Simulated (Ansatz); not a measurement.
The system is GaCuSe2.

```
Se Ga Cu
1.0
    -2.80955    2.80955    5.51300
     2.80955   -2.80955    5.51300
     2.80955    2.80955   -5.51300
Se Ga Cu
4 2 2
Direct
  0.12562 0.62500 0.00062
  0.87500 0.87438 0.49938
  0.62438 0.12500 0.99938
  0.37500 0.37562 0.50062
  0.25000 0.75000 0.50000
  0.50000 0.50000 0.00000
  0.75000 0.25000 0.50000
  0.00000 0.00000 0.00000
```

- Program: Ansatz 0.2.0
- Task: relaxation of cell and atoms
- Functional: PBEsol
- Potentials or basis: Ansatz PAW
- Cutoff: 420 eV (not typed: the program's choice for these potentials)
- k mesh: 7 × 7 × 7
- Occupations: fermi-dirac, width 0.05 eV
- Spin: no spin polarisation

At the start: volume 21.76 Å³/atom.

How do energy, volume and symmetry change on relaxing?

It ends after 5 steps and the volume is 21.47 Å³/atom (-1.3 %); space group I-42d (No. 122, to 0.05 Å).

Step by step:
```csv
step,energy change (eV),largest force (eV/Å),volume (Å³)
1,0.0000,0.4329,174.07
2,-0.0426,0.1520,172.76
3,-0.0497,0.0304,171.89
4,-0.0501,0.0007,171.79
5,-0.0495,0.0007,171.79
```

Final structure:
```
CELL_PARAMETERS angstrom
-2.78494 2.78494 5.53728
2.78494 -2.78494 5.53728
2.78494 2.78494 -5.53728
ATOMIC_POSITIONS crystal
Se 0.11679 0.62500 0.99179
Se 0.87500 0.88321 0.50821
Se 0.63321 0.12500 0.00821
Se 0.37500 0.36679 0.49179
Ga 0.25000 0.75000 0.50000
Ga 0.50000 0.50000 0.00000
Cu 0.75000 0.25000 0.50000
Cu 0.00000 0.00000 0.00000
```

Caveat: the plane-wave basis is chosen anew once the cell has moved, so the energies of steps on either side of that aren't comparable; the PAW data sets come from PBE, with cores solved anew for the run's functional, which leaves a small shift of forces and pressure.
